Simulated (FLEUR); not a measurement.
## LiF (Griceite) under changes of volume

One of the cells (8.169 Å³/atom); the others are scaled copies at fixed shape and fractional positions:

```
F Li
1.0
     0.00000    2.01400    2.01400
     2.01400    0.00000    2.01400
     2.01400    2.01400    0.00000
F Li
1 1
Direct
  0.50000 0.50000 0.50000
  0.00000 0.00000 0.00000
```

| Item | Value |
| --- | --- |
| Program | FLEUR MaX-R8.1 (later development tree) |
| Functional | PBEsol |
| Potentials or basis | all-electron |
| Basis | FLAPW |
| Kmax | 4.21 1/bohr |
| k mesh | 11 × 11 × 11 |
| Occupations | fermi-dirac, width 0.05 eV |
| Spin | no spin polarisation |

```tsv
volume (Å³/atom)	energy over the lowest point (meV/atom)	gap on the mesh (eV)
7.679	?	?
7.842	0.93	9.26
8.006	0.00	9.07
8.169	0.67	8.89
8.333	2.74	8.72
8.496	5.89	8.55
8.659	10.33	8.40
```

Question: What does the run at 7.679 Å³/atom give?

Answer: Energy over the lowest point 3.66 meV/atom; gap on the mesh 9.46 eV.

Worked out: A Birch-Murnaghan fit of order 3 (a polynomial in V^(-2/3)) to the other rows has its minimum at 8.02 Å³/atom with B0 = V·E''(V) = 73 GPa and B' = 4.1. It gives 3.50 meV/atom at 7.679 Å³/atom, against the run's 3.66. A straight line through the other rows of the gap, of slope -8.7 eV per unit of ln V (its deformation potential), extrapolates to 9.43 eV, against the run's 9.46.

Energies are extrapolated to zero smearing.

Caveats: an odd mesh through Γ misses points on the zone boundary, where band edges often lie.
